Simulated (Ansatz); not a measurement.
# ZnO (P6_3mc), small polaron or free hole

Aim: find out whether an added hole stays on a pair of O atoms pulled together in ZnO (P6_3mc) by distorting the lattice there, how its energy compares with the band edge, and how the answer depends on the level of theory. The model is a cell of 128 host atoms.

Program: Ansatz 0.2.0. Level of theory: plane-wave PAW DFT, HSE06; relaxation of all atoms of a supercell at fixed charge in a uniform background. Results are calculated unless marked as measured.

In doubt: the hybrid run may have settled on a false gap or state (step 2), so the values of those runs are not to be relied on.

**1. The starting structure**

The cell holds 128 atoms: 64 Zn and 64 O. Cell: a = 15.296 Å, b = 15.296 Å, c = 12.267 Å, α = 125.4°, β = 125.4°, γ = 94.0°. It derives from ZnO (space group P6_3mc). Nearest the centre at fractional (0.407, 0.282, 0.375): O90 at 1.07 Å, O15 at 1.07 Å, Zn20 at 1.15 Å, Zn8 at 2.15 Å, Zn1 at 2.56 Å, Zn2 at 2.56 Å, O12 at 2.79 Å, O11 at 2.79 Å. The cell carries charge +1.

Known beforehand: the electronic dielectric constant, (5.30, 5.30, 5.35), and the static one, (10.12, 10.12, 10.98), computed on the host (DFPT, PBEsol).

The cell's shortest repeat is 12.3 Å.

The centre named in tables marks the trial (a pair of O atoms pulled together), and distances without another origin count from it. The distances above are those of the displaced start.

**2. Relaxation with the hole, HSE06**

A share of exact exchange removes much of the self-interaction that would spread the carrier over the cell. The share of exact exchange was chosen, not fitted; 1/ε∞ of the host is 0.19. A carrier doesn't trap itself from the perfect lattice, where equivalent sites compete, so the atoms around the trial site start displaced and the spin starts there. The total moment is locked to that of one carrier.

Input file qp1_M1_trap.hrelax/input.yaml:

```yaml
crystal:
  lattice:
    - [-9.69138285, 5.5953225, 10.4280881]
    - [9.69138285, -5.5953225, 10.4280881]
    - [3.23046095, 5.5953225, -10.4280881]
  atoms:
    - { symbol: Zn, position: [0.208494, 0.041828, 0.0] }
    - { symbol: Zn, position: [0.208494, 0.291828, 0.25] }
    - { symbol: Zn, position: [0.458494, 0.041828, 0.25] }
[... 1 atom line left out ...]
    - { symbol: Zn, position: [0.166828, 0.083494, 0.25] }
    - { symbol: Zn, position: [0.166828, 0.333494, 0.0] }
    - { symbol: Zn, position: [0.416828, 0.083494, 0.0] }
    - { symbol: Zn, position: [0.416828, 0.333494, 0.25] }
    - { symbol: O, position: [0.05325, 0.136583, 0.25] }
[... 1 atom line left out ...]
    - { symbol: O, position: [0.30325, 0.136583, 0.0] }
    - { symbol: O, position: [0.30325, 0.386583, 0.25] }
    - { symbol: O, position: [0.011583, 0.17825, 0.0] }
[... 1 atom line left out ...]
    - { symbol: O, position: [0.309861, 0.212721, 0.291419], spin: 0.5 }
[... 4 atom lines left out ...]
    - { symbol: Zn, position: [0.458494, 0.291828, 0.5] }
    - { symbol: Zn, position: [0.166828, 0.083494, 0.75] }
    - { symbol: Zn, position: [0.166828, 0.333494, 0.5] }
    - { symbol: Zn, position: [0.416828, 0.083494, 0.5] }
    - { symbol: Zn, position: [0.416828, 0.333494, 0.75] }
    - { symbol: O, position: [0.05325, 0.136583, 0.75] }
[... 1 atom line left out ...]
    - { symbol: O, position: [0.30325, 0.136583, 0.5] }
[... 4 atom lines left out ...]
    - { symbol: O, position: [0.261583, 0.42825, 0.5] }
[... 5 atom lines left out ...]
    - { symbol: Zn, position: [0.166828, 0.833494, 0.0] }
[... 3 atom lines left out ...]
    - { symbol: O, position: [0.05325, 0.886583, 0.0] }
[... 5 atom lines left out ...]
    - { symbol: O, position: [0.261583, 0.92825, 0.0] }
[... 2 atom lines left out ...]
    - { symbol: Zn, position: [0.458494, 0.541828, 0.75] }
[... 3 atom lines left out ...]
    - { symbol: Zn, position: [0.416828, 0.583494, 0.5] }
[... 6 atom lines left out ...]
    - { symbol: O, position: [0.011583, 0.92825, 0.75] }
[... 10 atom lines left out ...]
    - { symbol: O, position: [0.55325, 0.136583, 0.25] }
[... 3 atom lines left out ...]
    - { symbol: O, position: [0.511583, 0.17825, 0.0] }
    - { symbol: O, position: [0.511583, 0.42825, 0.25] }
[... 1 atom line left out ...]
    - { symbol: O, position: [0.761583, 0.42825, 0.0] }
[... 1 atom line left out ...]
    - { symbol: Zn, position: [0.708494, 0.291828, 0.75] }
    - { symbol: Zn, position: [0.958494, 0.041828, 0.75] }
[... 2 atom lines left out ...]
    - { symbol: Zn, position: [0.666828, 0.333494, 0.5] }
[... 3 atom lines left out ...]
    - { symbol: O, position: [0.504972, 0.352112, 0.458581], spin: 0.5 }
[... 1 atom line left out ...]
    - { symbol: O, position: [0.80325, 0.386583, 0.75] }
    - { symbol: O, position: [0.511583, 0.17825, 0.5] }
    - { symbol: O, position: [0.511583, 0.42825, 0.75] }
[... 1 atom line left out ...]
    - { symbol: O, position: [0.761583, 0.42825, 0.5] }
    - { symbol: Zn, position: [0.708494, 0.541828, 0.0] }
[... 5 atom lines left out ...]
    - { symbol: Zn, position: [0.916828, 0.583494, 0.0] }
[... 3 atom lines left out ...]
    - { symbol: O, position: [0.80325, 0.636583, 0.0] }
[... 5 atom lines left out ...]
    - { symbol: Zn, position: [0.708494, 0.541828, 0.5] }
[... 3 atom lines left out ...]
    - { symbol: Zn, position: [0.666828, 0.583494, 0.75] }
[... 3 atom lines left out ...]
    - { symbol: O, position: [0.55325, 0.636583, 0.75] }
[... 5 atom lines left out ...]
    - { symbol: O, position: [0.761583, 0.67825, 0.75] }
    - { symbol: O, position: [0.761583, 0.92825, 0.5] }
  host:
    repeats: [2, 2, 2]
    atoms:
      - { symbol: Zn, position: [0.416988, 0.083655, 0.0] }
      - { symbol: Zn, position: [0.416988, 0.583655, 0.5] }
      # ... 14 more atoms of the perfect host
total_charge: 1
basis:
  ecutwfc: 420
  xc_grid: 2
hamiltonian:
  xc: hse06
kpoints:
  mp_grid: { grid: [1, 1, 1] }
magnetization:
  spin_polarized: true
  initial_magnetization: 1
  spin_locking: { lock_magnetization: hard }
scf:
  occupations: { method: fixed }
  max_iter: 80
output:
  forces: true
  charged_corrections:
    epsilon: [5.3, 5.3, 5.35]
    static_epsilon: [10.12, 10.12, 10.98]
    defect_position: [0.407443, 0.282443, 0.375]
relax:
  f_tol: 0.03
  max_steps: 45
  random_displacement: { amplitude: 0.02, seed: 2112 }
checkpoint:
  write: "../qp1_M1_trap.hrelax.run"
  compress: false
  write_wavefunctions: true
  write_every: 100000
```

Started as:

```bash
$ ansatz run input.yaml --threads 32 --pin off --max-ram 84787MiB --backend cuda --events-out ev --progress --plain --runs-dir out --max-vram 78GiB
```

Numbers of over 12 decimals in the logs are rounded to 6 here.

The program printed:

```text
[... repeated set-up lines and file paths are left out, and long positions are rounded to six places ...]
Engine: ansatz 0.2.0, aarch64-unknown-linux-gnu
Pseudopotentials: kind: paw
Pseudopotential: Zn, paw, valence charge 12, recommended cutoff 420 eV (normal), Zn.paw.azcp
Pseudopotential: O, paw, valence charge 6, recommended cutoff 420 eV (normal), O.paw.azcp
Functional definition: HSE06
  parameter a = 0.25
  parameter omega = 0.11/bohr
  exchange = pbe_x - a*pbe_x_sr(omega) + a*exact_x_sr(omega)
  correlation = pbe_c
davidson cushion auto → on  (no smearing: the cushion is to keep the highest requested band from converging to the state above it; pin scf.eigensolver.cushion to override)
[...]
Crystal: 128 atoms, lattice volume = 1507.941 Å³
Basis set: ecut = 420 eV, 29507 PW (Γ), exchange–correlation on 216×216×180 points (8 copies of the dense FFT grid, shifted against one another)
Bands: 704, of which v1, the nominal top of the filled ones, is band 576 counted from 1 (575 counted from 0)
Symmetry: 1 space group operations
k-points: 1
Non-local potential: Zn, projectors of the file, l = 0: 2, l = 1: 2, l = 2: 3, l = 3: 1
Non-local potential: O, projectors of the file, l = 0: 2, l = 1: 2, l = 2: 1
PAW form: soft (Blöchl's): semilocal exchange-correlation on the pseudo side does not see the compensation charge
PAW frozen core: Zn, regenerated for the run's functional, and the local potential with it (the file was generated under x = pbe(κ = 0.804, μ = 0.219515), c = pbe(β = 0.066725))
PAW frozen core: O, regenerated for the run's functional, and the local potential with it (the file was generated under x = pbe(κ = 0.804, μ = 0.219515), c = pbe(β = 0.066725))
PAW one-centre angular grid: Zn, 590 points (default); XC on 64 Gauss nodes
PAW one-centre angular grid: O, 110 points (default); XC on 96 Gauss nodes
Initial density: superposition of atomic densities (chi_scale 0.1, normalization cell, long waves kept (reshape's long-wave potential 0.10 eV rms))
Starting moments: Σ|m| = 1 μB on 2 of 128 sites
Initial wavefunctions: pseudopotential atomic-orbital guess
[...]
Functional: x = pbe(κ = 0.804, μ = 0.219515), c = pbe(β = 0.066725), warm-up for x = pbe(κ = 0.804, μ = 0.219515) + 0.25 (exact − pbe) at short range (hse, ω = 0.207870 Å⁻¹), c = pbe(β = 0.066725); [...]
iter 1 solved again at ethr=8.30e-3 eV; its pass at ethr=1.00e-1 eV (dr2=9.55e1 eV) is discarded
SCF iter   1: F=—  HF=-248791.904416 eV  |Δ(HF+E_count)|=         —  Δρ=5.31e-2 (↑5.31e-2 ↓5.30e-2)  dr2=9.32e1  dr2_m=1.99e-1  M=1.000 μB ∫|m|=1.086 μB  Hψ=8076
preconditioner: auto → none  [insulator: Δε(μ)=0.783 eV  Ē_g=14.012 eV  n_scr=456 (ndim 8)  ℏωp=32.4 eV  f_vac=0.000]
SCF iter   2: F=—  HF=-248761.905657 eV  |Δ(HF+E_count)|=    3.00e1  Δρ=2.45e-2 (↑2.29e-2 ↓2.45e-2)  dr2=2.07e1  dr2_m=2.84e-1  M=1.000 μB ∫|m|=1.199 μB  Hψ=3370
[...]
SCF iter  19: F=-248758.660945 eV  HF=-248758.660945 eV  |Δ(HF+E_count)|=   9.52e-9  Δρ=1.03e-6 (↑4.05e-7 ↓1.03e-6)  dr2=2.02e-8  dr2_m=5.51e-9  M=1.000 μB ∫|m|=1.121 μB  Hψ=3166
SCF 1 converged in 19 iterations: F = -248758.660945 eV  dr2 = 2.02e-8
  greatest PAW one-centre occupation: 0.990 electrons in one spin orbital (limit 2), on the Zn atom at site 19 (counted from 0), in its partial waves of l = 2
the semilocal start has a gap of 0.124 eV: under exact exchange another state, often on complex orbitals, can lie lower than the one that it leads to. A single point with scf.lower_state_search: full and scf.eigensolver.gamma_real: false can look for it
[...]
Starting moments: Σ|m| = 1 μB on 2 of 128 sites; this step starts from the density that it was given
[...]
Exchange kernel: α = 0.2500, screened, ω = 0.2079 Å⁻¹, Wigner–Seitz truncation, v(0) = 974.4626 eV·Å³, q-mesh 1×1×1, nearest image of the exchange supercell L = 12.27 Å, pair-density grid 60×60×48, without the augmentation charges, whose exchange is taken in [...]
Frozen-core exchange: fock
[...]
hybrid outer 1: dexx = +9.171e-1 eV, tail = 2.48e-3 eV
[...]
SCF 4 converged in 2 iterations: F = -248750.186925 eV  dr2 = 5.30e-8
[...]
hybrid outer 1: dexx = +5.098e0 eV, tail = 2.49e-2 eV
[...]
relax step   2: F+E_penalty+E_count = -248752.46034799 eV  Δ(F+E_penalty+E_count) = -2.273e0 eV  max|allowed force component| = 5.340e0 eV/Å  Δτ_max = 0.1195 Å  (11 SCF iters, dr2 threshold 1.00e-4 eV, accepted)
[...]
hybrid outer 2: dexx = +1.804e-3 eV, tail = 3.84e-5 eV, Δε = 3.69e-2 eV (about 2.71e-3 eV left of the loop's levels), ΔF = 1.98e-1 eV/Å (tail 4.56e-2)
[...]
SCF 10 converged in 7 iterations: F = -248754.674964 eV  dr2 = 9.05e-6
[...]
hybrid outer 1: dexx = +3.314e-1 eV, tail = 1.63e-3 eV
[...]
SCF 13 converged in 34 iterations: F = -248754.686796 eV  dr2 = 1.47e-9
[...]
hybrid outer 4: dexx = +1.158e-2 eV, tail = inf eV, Δε = 1.91e-2 eV (about 7.30e-2 eV left of the loop's levels), ΔF = 1.91e-2 eV/Å (tail inf)
[...]
SCF 16 converged in 2 iterations: F = -248754.686879 eV  dr2 = 1.44e-10
[...]
SCF 17 converged in 2 iterations: F = -248754.686879 eV  dr2 = 7.18e-11
[...]
SCF iter   8: F=-248754.686879 eV  HF=-248754.686879 eV  |Δ(HF+E_count)|=  7.86e-10  Δρ=3.68e-8 (↑1.93e-8 ↓3.68e-8)  dr2=4.00e-11  dr2_m=3.89e-12  M=1.000 μB ∫|m|=1.388 μB sched 1.00e-12)  Hψ=3123
SCF 18 converged in 8 iterations: F = -248754.686879 eV  dr2 = 4.00e-11
[...]
hybrid outer 2: dexx = +8.030e-8 eV, tail = 9.66e-9 eV, Δε = 4.61e-5 eV (about 1.76e-4 eV left of the loop's levels), ΔF = 8.55e-6 eV/Å (tail 3.89e-3)
the filled states extend beyond the cell (their overlap across the Brillouin zone is 0.000, against 0 in a metal and nearly 1 for localised states). With one k-point a hybrid's gap, moments and forces can then be wrong. [...]
[...]
relax step   6: F+E_penalty+E_count = -248754.68687936 eV  Δ(F+E_penalty+E_count) = -2.590e-9 eV  max|allowed force component| = 1.854e-2 eV/Å  Δτ_max = 0.0000 Å  (10 SCF iters, accepted)
hybrid SCF converged: 2 outer / 10 inner (+0 warm-up), last move |dexx| = 8.03e-8 eV, tail = 9.66e-9 eV
Magnetization: 1.0000 μB (576.0000 up, 575.0000 down)
Absolute magnetization: 1.4021 μB (∫|ρ↑−ρ↓|, with the PAW one-centre terms)
Spin contamination: 0.0011 ħ² per cell (⟨S²⟩ above its minimum at these occupations)
Per-site moments (μB) at R_I (Å): [(0.00339923, 0.811951), (0.00339676, 0.811714), (0.00339343, 0.811527), [... 6 left out ...]
Free energy (F): -248754.686879 eV
Harris-Foulkes:  -248754.686879 eV  (|F-HF|=2.91e-11)
Internal energy: -248754.686879 eV  (E = F + TS)
E sigma→0 (E₀):  -248754.686879 eV
Fermi energy:    6.073396 (↑ 6.061787, ↓ 6.073396) eV
--- Per-component energies (eV) ---
  E_band       = -142.766715
  E_kinetic    = 19623.970036
  E_local      = -128260.033527  (includes V_loc(G=0)·N_el)
  E_nonlocal   = 42923.804578
  E_hartree    = 53068.783834
  E_xc         = -10685.071536
  E_vxc        = -7377.335397  (∫ρ·V_xc dr)
  E_exx        = -3926.032472  (= α·E_x^exact, valence–valence)
  E_paw        = -126412.721107  (= ΣΔE_a)
  E_vpaw       = -25338.808313  (= ΣTr[D̂ρ^β])
  E_aug_tail   = 0.133215  (compensation charges beyond the density's cutoff)
  E_ewald      = -95126.816341
  E_core_change = 39.296440  (= ΣΔE_core)
  E_smearing   = -0.000000  (= −TS)
  E_closure    = -0.000000  (closes the sum)
  E_deformation_potential = 14.203797  (in the stress; not in F)
  Σ components = -248754.686879   (vs F -248754.686879, Δ=0.00e0)
--- Forces (eV/Å), atoms counted from 1 ---
  atom   1  Zn    -0.00004173    -0.00236826    -0.01664665
  atom   2  Zn    -0.00199104    -0.00201653    -0.00921423
  [... 4 atoms left out ...]
  [... 122 more lines of this table ...]
  max |Σ_I F_I| component: 1.56e-5 eV/Å
--- Charged-cell corrections in eV (Makov–Payne, q = +1.000 e, ε = [10.120, 10.120, 10.980]) ---
  F (periodic)     = -248754.686879  (uncorrected; the corrections below are reported, never added to it)
  E_corr1          = +0.173952  (monopole, q²α_M/2ε̄L, of the cell on which ε is isotropic)
  F Makov-Payne    = -248754.512928  (F + E_corr1; no measured alignment; for a localised charge, not one spread in a band: unchecked)
  no potential alignment in this run, which stands beside a crystal: run the host's input off ansatz write-host-input, and read the two finished runs by ansatz place-levels (neither reads a slab, a wire or a sheet, whose cell leaves a vacuum)
--- Band table (eV) ---
  k-point 0 ↑: bands = ["-13.4699", "-13.1496", "-13.1494", "-13.1020", "-13.1018", "-13.0689", "-13.0687", "-13.0685", "-13.0683", [... rest cut ...]
  k-point 0 ↓: bands = ["-13.4413", "-13.1185", "-13.1183", "-13.0718", "-13.0715", "-13.0383", "-13.0380", "-13.0379", "-13.0377", [... rest cut ...]
  guard bands above this table: 64 of the run's 704 bands. The solve was not asked for them (output.publish_guard_bands: true or output.eigenvalues: true publishes all)
--- Relaxed structure (6 steps of the walk, 6 accepted, 0 SCFs on fresh bases) ---
  F+E_penalty+E_count = -248754.68687936 eV   max|allowed force component| = 1.854e-2 eV/Å
  atoms:
    - { symbol: Zn, position: [0.208648, 0.042204, 0.000160] }
    - { symbol: Zn, position: [0.208466, 0.291830, 0.249895] }
    [... 4 atoms left out ...]
  [... 122 more lines of this table ...]
```

The job ended after 2.7 min (1 × NVIDIA GB200 with 32 threads of Arm Neoverse V2, shared host; peak memory 3.7 GiB).

The steps of the relaxation:

```csv
step,energy less that of the first step (eV),largest force component (eV/Å)
1,0.0000,10.5182
2,-2.2734,5.3395
3,-3.7197,2.1751
4,-4.4879,0.3061
5,-4.5000,0.0185
6,-4.5000,0.0185
```

The atoms that moved most (Å, from the sites as typed, ahead of the random displacement):

| atom | dx | dy | dz | length |
| --- | --- | --- | --- | --- |
| O90 | -0.002 | 0.308 | 0.432 | 0.531 |
| O15 | 0.001 | -0.309 | -0.429 | 0.529 |
| Zn85 | -0.002 | 0.006 | -0.005 | 0.008 |
| Zn23 | -0.002 | 0.006 | -0.004 | 0.008 |
| O62 | 0.003 | 0.000 | 0.006 | 0.007 |
| Zn120 | 0.001 | 0.005 | 0.005 | 0.007 |
| O123 | 0.001 | 0.004 | 0.005 | 0.007 |
| Zn5 | -0.001 | 0.006 | -0.003 | 0.006 |

The moves above count from the input, in which the atoms at the trial site were already displaced.

The atoms nearest to the centre after the run:

| atom | distance (Å) |
| --- | --- |
| Zn20 | 1.151 |
| O90 | 1.601 |
| O15 | 1.604 |
| Zn8 | 2.150 |
| Zn1 | 2.555 |
| Zn2 | 2.558 |
| O94 | 2.790 |
| O12 | 2.791 |
| O93 | 2.791 |
| O11 | 2.794 |

The sizes of the moments in the atoms' spheres add to about 1.1 μB, shared by more than 30 atoms in effect: the carrier has spread out.

**3. The states that it is compared with**

Its energy has a meaning only beside the cell without the carrier and the carrier left in the undistorted cell, under the same functional.

Times on 1 × NVIDIA GB200 with 32 threads of Arm Neoverse V2, shared host:

| charge | start | kind | largest moment on one atom (μB) | time |
| --- | --- | --- | --- | --- |
| 0 | ideal sites | relaxation | - | 17 s |
| +1 | ideal sites | single point, state in doubt | 0.01 | 45 s |

[end of part 1 of 2]

[Logs are printed without paths, hosts, clocks, repeated set-up lines and the standing remarks that a program may print on its own settings, such as how far it seeks lower states.]

[Hosts, paths, dates, database ids (printed as entryN), source tags and the programs' standing remarks are cut or masked in the printed files.]

[For some hosts the program warned that the k-mesh of the response run may be too coarse for force constants and the static dielectric constant; such warnings are not shown here.]
